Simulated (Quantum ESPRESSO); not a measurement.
Crystal: AgCl (Chlorargyrite).

```
CELL_PARAMETERS angstrom
0.00000 2.73500 2.73500
2.73500 0.00000 2.73500
2.73500 2.73500 0.00000
ATOMIC_POSITIONS crystal
Ag 0.00000 0.00000 0.00000
Cl 0.50000 0.50000 0.50000
```

- Program: Quantum ESPRESSO 7.5
- Task: phonons
- Functional: WC
- Potentials or basis: PseudoDojo 0.4.1 SR PBE standard
- Cutoff: 1116 eV
- Density cutoff: 4463 eV
- k mesh: 4 × 4 × 4, shifted
- Occupations: fermi-dirac, width 0.05 eV
- Spin: no spin polarisation
- Mixing beta: 0.5
- Most SCF iterations: 120
- SCF threshold: 4e-10 Ry

The cell and the atoms were relaxed first, to 20.21 Å³/atom (a = 3.852 Å, b = 3.852 Å, c = 3.852 Å, α = 60.00°, β = 60.00°, γ = 60.00°), and the response was taken there.

The first run showed a gap, so the response started from a second, tighter run with fixed occupations.

Task: Where do the zone-centre optical modes lie?

Result: T1u at 120 cm⁻¹ (IR). Polar modes are given without the macroscopic field (transverse values).

Optical modes at Γ, degenerate ones joined, polar ones without the macroscopic field:
| cm⁻¹ | components | symmetry | active in | IR intensity, summed ((D/Å)²/amu) |
| --- | --- | --- | --- | --- |
| 120 | 3 | T1u | IR | 5.25 |

Zone-centre frequencies without and with the macroscopic field along z (cm⁻¹):
```csv
,optical modes in rising order
without,120 120 120
with the field,120 120 176
```

Born effective charge tensors (e):
atom 1, Ag
```
1.42 0.00 0.00
0.00 1.42 0.00
0.00 0.00 1.42
```
atom 2, Cl
```
-1.42  0.00  0.00
 0.00 -1.42  0.00
 0.00  0.00 -1.42
```

Caveat: the mesh is thin for the dielectric tensor, Born charges and intensities, which usually come out too large; the potentials were made for another functional, which shifts forces and pressure.
